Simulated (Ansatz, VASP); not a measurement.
W in VASP and in Ansatz

INCAR

```
SYSTEM = W
ALGO = Normal
EDIFF = 1E-6
ENCUT = 520
ISIF = 2
ISMEAR = -1
LASPH = .True.
LCHARG = .True.
LELF = .True.
LREAL = .False.
LVHAR = .True.
LWAVE = .False.
NBANDS = 13
NELM = 100
PREC = Accurate
SIGMA = 0.1
```

Contents of KPOINTS:

```
k-points
0
Gamma
  23 23 23
  0 0 0
```

File POSCAR:

```
W
1.0
   -1.5883165476      1.5883165476      1.5883165476
    1.5883165476     -1.5883165476      1.5883165476
    1.5883165476      1.5883165476     -1.5883165476
W
1
Direct
    0.0000000000      0.0000000000      0.0000000000
```

Input for Ansatz:

```yaml
crystal:
  lattice:
    - [-1.5883165477, 1.5883165477, 1.5883165477]
    - [1.5883165477, -1.5883165477, 1.5883165477]
    - [1.5883165477, 1.5883165477, -1.5883165477]
  atoms:
    - { symbol: W, position: [0.0, 0.0, 0.0] }
hamiltonian:
  xc: lda
  pseudopotentials:
    kind: paw
    azcp:
      W: "pseudopotentials/W.paw.azcp"
basis:
  ecutwfc: 420
  fft_grid_basis: typed
kpoints:
  mp_grid: { grid: [23, 23, 23], shift: [0, 0, 0] }
magnetization:
  spin_polarized: false
scf:
  occupations: { method: fermi_dirac, width: 0.1 }
output:
  stress: true
```

Alike in both runs: task single point; functional LDA; k mesh 23 × 23 × 23; occupations fermi-dirac, width 0.1 eV; no spin polarisation.

|  | VASP | Ansatz |
| --- | --- | --- |
| version | VASP 6.6.1 | Ansatz 0.2.0 |
| potentials or method | VASP PAW LDA potentials, release 64 (W_sv) | plane waves (420 eV) with PAW, scalar-relativistic |
| plane-wave cutoff (eV) | 520 | 420 |
| valence electrons in the cell | 14 | 14 |

```tsv
	VASP	Ansatz	Ansatz less VASP
pressure (GPa)	-10.5	-12.2	-1.66
```

Ansatz warned: «pseudo_functional_mismatch».

The runs have no spin-orbit coupling, so splittings on W are missing.
